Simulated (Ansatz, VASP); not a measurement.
# La2O3 in VASP and in Ansatz

The input INCAR:

```
PREC = Accurate ; ENCUT = 520
EDIFF = 1E-7 ; ISMEAR = -1
SIGMA = 0.05 ; LREAL = F
LASPH = T ; NELM = 80
ALGO = Normal ; ISIF = 2
LWAVE = F ; LCHARG = T
GGA = PE ; LELF = T
LVHAR = T ; NBANDS = 28
```

KPOINTS

```
regular mesh
0
Gamma
  5 5 8
```

File POSCAR:

```
La2O3
1.0
    6.2402306599      0.0000000000      0.0000000000
   -3.1201153299      5.4041982769      0.0000000000
    0.0000000000      0.0000000000      3.2227346680
La O
2 3
Direct
    0.6666666667      0.3333333333      0.4981030000
    0.3333333333      0.6666666667      0.5018970000
    0.5046070000      0.0000000000      0.0000000000
    0.0000000000      0.5046070000      0.0000000000
    0.4953930000      0.4953930000      0.0000000000
```

File input.yaml:

```yaml
crystal:
  lattice:
    - [6.2402306599, 0.0, 0.0]
    - [-3.1201153299, 5.4041982769, 0.0]
    - [0.0, 0.0, 3.222734668]
  atoms:
    - { symbol: La, position: [0.6666666667, 0.3333333333, 0.498103] }
    - { symbol: La, position: [0.3333333333, 0.6666666667, 0.501897] }
    - { symbol: O, position: [0.504607, 0.0, 0.0] }
    - { symbol: O, position: [0.0, 0.504607, 0.0] }
    - { symbol: O, position: [0.495393, 0.495393, 0.0] }
kpoints:
  mp_grid: { grid: [5, 5, 8] }
scf:
  occupations: { method: fermi_dirac, width: 0.05 }
hamiltonian:
  xc: pbe
  pseudopotentials: { kind: all_electron, lapw: { basis_error: 0.001 } }
output:
  forces: true
  stress: true
  eigenvalues: true
```

Change from the starting cell: volume scaled by 0.94.

Alike in both runs: task single point; functional PBE; k mesh 5 × 5 × 8; occupations fermi-dirac, width 0.05 eV; no spin polarisation.

```csv
,VASP,Ansatz
version,VASP 6.6.1,Ansatz 0.2.0
potentials or method,"VASP PAW PBE potentials, release 64 (La, O)","all-electron LAPW, scalar-relativistic"
plane-wave cutoff (eV),520,see its input
```

```csv
,VASP,Ansatz,Ansatz less VASP
gap on the k mesh at the Fermi level (eV),1.32,1.31,-0.017
least direct gap on the mesh (eV),1.95,1.95,-0.003
pressure (GPa),6.2,6.4,+0.25
largest component of the traceless stress (GPa),1.97,2.02,+0.047
rms of the force components (eV/Å),0.012,0.012,+0.0002
```

Atom by atom the forces differ by 0.001 eV/Å (rms over components). Ansatz ran all-electron here, so the differences hold the error of VASP's frozen core and of both bases.

Caveats: spin-orbit coupling is left out, which moves the levels of the heavy elements; an odd mesh through Γ misses points on the zone boundary, where band edges often lie.
